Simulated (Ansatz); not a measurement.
AlN: how the free axis answers a strain

AlN, F-43m, a = 4.403 Å. This isn't the usual stable structure of the compound. Ansatz: PBE, PAW, 420 eV, Γ-centred 8×8×6 mesh on 4 atoms, Gaussian smearing 0.02 eV; no spin polarisation. Series: uniaxial strain along c, with a, b and atoms relaxed; x is the strain in per cent. The axes a, b, c are those of the computed cell (3.114, 3.114, 4.403 Å), along [1 1 0], [-1 1 0], [0 0 1] of the cell named above. y is the change of a in per cent of 3.114 Å.

| x (%) | y (%) |
| --- | --- |
| -4.5 | ? |
| -3.0 | 1.09 |
| -1.5 | 0.53 |
| 0.0 | 0.00 |
| 1.5 | -0.50 |
| 3.0 | -0.98 |
| 4.5 | -1.42 |

Question: Fit y = c1 x + c2 x² to the other rows, say what c1 measures, and predict the missing y.

Answer: Least squares on the rows shown. y = −0.3444 x + 0.006325 x². So −c1 = 0.344 is Poisson's ratio for this pair of axes. At x = -4.5 the fit asked for gives 1.68 %. The run gave 1.67 %, so the fit is 0.01 % too high, a small miss on the scale of the series.